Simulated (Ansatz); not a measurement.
Results of rVV10 (plane waves, PAW; Ansatz, a quantum-chemistry and plane-wave program) for zinc-blende InN (metastable phase).

Settings: plane-wave cutoff 520 eV, 12×12×12 k mesh, Fermi–Dirac smearing 0.01 eV, scalar-relativistic PAW data made under PBE.

Equation-of-state points:

```csv
V (Å³/atom),E − E_lowest (meV/atom),P (GPa)
15.353,24.48,8.48
15.680,10.46,5.33
16.006,2.52,2.52
16.333,0.00,0.00
16.660,2.32,-2.24
16.986,8.96,-4.24
17.313,19.45,-6.02
```

**Question.** Fit the third-order Birch–Murnaghan equation and give B0 and B′.

**Answer.** V0 = 16.333 Å³/atom, B0 = 119 GPa, B′ = 4.7 (fit to the energies at full precision).

Measured, for comparison: equilibrium volume per atom 15.72 Å³/atom (temperature not stated, no zero-point or thermal correction, epilayer on 3C-SiC; as tabulated in Schörmann, As, Lischka, Schley, Goldhahn et al., Appl. Phys. Lett. 89, 261903 …). Computed (rounded) less measured: equilibrium volume per atom +3.9 %.

Note: the gap of the solid is closed in this run; this level leaves the solid without a gap, although one is measured.

Spin–orbit coupling is not included; it can open a gap where bands touch, and shift volumes and moduli.

Static lattice: no zero-point or thermal effects.
